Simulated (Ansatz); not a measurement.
C: equation of state with revPBE+D3(BJ)

**The experiment to reproduce.**

“Equation of state of cubic boron nitride at high pressures and temperatures”, 2007, arxiv:cond-mat/0702656 quotes, for a bulk crystal of C: bulk modulus 442 ± 5 GPa.

C:

```xyz
2
Lattice="0.0000 1.7834 1.7834 1.7834 0.0000 1.7834 1.7834 1.7834 0.0000" Properties=species:S:1:pos:R:3 pbc="T T T"
C     2.6751    2.6751    2.6751
C     1.7834    1.7834    1.7834
```

This isn't the form of C at room conditions, which is graphite.

* Program: Ansatz 0.2.0
* Task: equation of state
* Functional: revPBE
* Dispersion: D3(BJ)
* Potentials or basis: Ansatz PAW
* Cutoff: 420 eV
* Density cutoff: 1680 eV
* k mesh: 13 × 13 × 13
* Occupations: fermi-dirac, width 0.05 eV
* Spin: no spin polarisation

| Property | Result |
| --- | --- |
| Equilibrium volume | 5.61 Å³/atom |
| Bulk modulus | 440 GPa |
| Pressure derivative of the bulk modulus | 3.6 |

Energy against volume, from the lowest point:
| volume (Å³/atom) | energy (meV/atom) |
| --- | --- |
| 5.332 | 20.19 |
| 5.445 | 6.45 |
| 5.558 | 0.00 |
| 5.672 | 0.10 |
| 5.785 | 6.24 |
| 5.899 | 17.82 |
| 6.012 | 34.40 |

All runs of the series together: 5.4 s on 2 threads of Intel(R) Xeon(R) Platinum 8259CL CPU @ 2.50GHz (Skylake/Cascade Lake), with other jobs on the host.

Measured bulk modulus of C: 442 GPa (quoted in “Equation of state of cubic boron nitride at high pressures and temperatures”, 2007, arxiv:cond-mat/0702656). This calculation gives 440 GPa (-0.4 %). 3 values of this kind are on record (442 to 444.8 GPa); this one was drawn at random among those near their median, those with a stated uncertainty first. The fit is for a static lattice scaled at fixed shape and fixed fractional positions. The cell as given is a measured one (5.67 Å³/atom); revPBE+D3(BJ) puts the equilibrium volume -1.0 % from it, thermal expansion not counted.

Caveat: the potentials were made for another functional, which shifts forces and pressure.
